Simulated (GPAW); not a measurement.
A run of GPAW 26.7.0 is set up as follows.

Contents of run.py:

```python
from ase import Atoms
from ase.dft.bandgap import bandgap
from ase.io import write
from ase.units import Bohr, GPa
from gpaw import GPAW, PW, setup_paths
from gpaw.elf import elf_from_dft_calculation

setup_paths.insert(0, '.')

atoms = Atoms(['S', 'Mg'],
              cell=[[0.0, 2.8331200468, 2.8331200468],
                    [2.8331200468, 0.0, 2.8331200468],
                    [2.8331200468, 2.8331200468, 0.0]],
              scaled_positions=[[0.25, 0.25, 0.25],
                                [0.0, 0.0, 0.0]],
              pbc=True)

calc = GPAW(mode=PW(800),
            xc='PBEsol',
            kpts={'size': (8, 8, 8), 'gamma': True},
            occupations={'name': 'fermi-dirac', 'width': 0.05},
            nbands=16,
            convergence={'density': 1e-05, 'energy': 1e-05},
            maxiter=150,
            txt='gpaw.txt')
atoms.calc = calc
energy = atoms.get_potential_energy()
forces = atoms.get_forces()
stress = atoms.get_stress()
calc.write('gs.gpw')
write('result.traj', atoms)
print(f'Energy: {energy:.6f} eV')
print('Forces (eV/A):')
print(forces.round(4))
print('Stress (GPa):', (stress / GPa).round(3))
print('Fermi level:', round(calc.get_fermi_level(), 4), 'eV')
print(f'Gap: {bandgap(calc)[0]:.4f} eV, direct: {bandgap(calc, direct=True)[0]:.4f} eV')

# fields on the real-space grid
write('density.cube', atoms, data=calc.get_pseudo_density() * Bohr**3)
write('potential.cube', atoms, data=calc.get_electrostatic_potential())
write('elf.cube', atoms, data=elf_from_dft_calculation(calc).data)
```

Potentials or basis: PAW data sets generated in the run's folder for this functional, pw.

Command:

```bash
$ gpaw-setup -f PBEsol Mg S
$ OMP_NUM_THREADS=1 python run.py
```

(1) Predict the pressure.

(2) Estimate the band gap on the k mesh.

Answers

(1) -0.4 GPa.

(2) 3.28 eV, direct.
